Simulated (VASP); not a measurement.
A run of VASP 6.6.1 is set up as follows.

INCAR

```
SYSTEM = InPd
PREC     = Accurate       ! precision mode
ENCUT    = 520            ! plane-wave cutoff, eV
EDIFF    = 1E-6           ! SCF threshold, eV
ISMEAR   = 0              ! smearing method
SIGMA    = 0.1            ! smearing width, eV
LREAL    = .False.        ! projectors in reciprocal space
LASPH    = .True.         ! aspherical terms in the spheres
NELM     = 100            ! most SCF steps
ALGO     = Fast           ! electronic algorithm
ISIF     = 2              ! what is computed and relaxed
LWAVE    = .False.        ! write WAVECAR
LCHARG   = .True.         ! write CHGCAR
GGA      = PE             ! functional
LELF     = .True.         ! ELF
LVHAR    = .True.       
NBANDS   = 18             ! bands
```

Contents of KPOINTS:

```
regular mesh
0
Gamma
  18 18 18
  0 0 0
```

File POSCAR:

```
InPd
1.0
    3.3059323561      0.0000000000      0.0000000000
    0.0000000000      3.3059323561      0.0000000000
    0.0000000000      0.0000000000      3.3059323561
In Pd
1 1
Direct
    0.0000000000      0.0000000000      0.0000000000
    0.5000000000      0.5000000000      0.5000000000
```

Potentials or basis: VASP PAW PBE potentials, release 64 (In_d, Pd).

Run with:

```bash
$ cat potpaw_PBE.64/In_d/POTCAR potpaw_PBE.64/Pd/POTCAR > POTCAR
$ mpirun -np 1 vasp_std > vasp.out
```

(1) Predict the pressure.

(2) Estimate the band gap on the k mesh.

## Answers

(1) 0.0 GPa.

(2) none (metal or under the smearing width).
